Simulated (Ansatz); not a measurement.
Crystal: BaS.

```
Ba S
1.0
     0.00000    3.19375    3.19375
     3.19375    0.00000    3.19375
     3.19375    3.19375    0.00000
Ba S
1 1
Cartesian
  0.0000 0.0000 0.0000
  3.1938 3.1938 3.1938
```

Base run:

| Property | Result |
| --- | --- |
| Program | Ansatz 0.2.0 |
| Functional | HSE06 |
| Potentials or basis | all-electron PAW datasets made for the crystal |
| Cutoff | 290 eV (chosen from the basis error) |
| k mesh | 6 × 6 × 6 |
| Occupations | fermi-dirac, width 0.05 eV |
| Spin | no spin polarisation |

Its results: band gap on the k mesh 3.11 eV, indirect (least direct gap 3.24 eV); pressure 0.4 GPa.

Question: The run is repeated on the same cell with these changes: functional from HSE06 to PBEsol; cutoff from 290 eV (chosen from the basis error) to 260 eV (chosen from the basis error). What comes out?

Answer: Band gap on the k mesh 2.08 eV, indirect (least direct gap 2.19 eV); pressure -1.1 GPa.

HSE06 gives the wider gap, since exact exchange removes part of the self-interaction.

Caveats: spin-orbit coupling is left out, which moves the levels of the heavy elements.

A k mesh can miss the band edges.
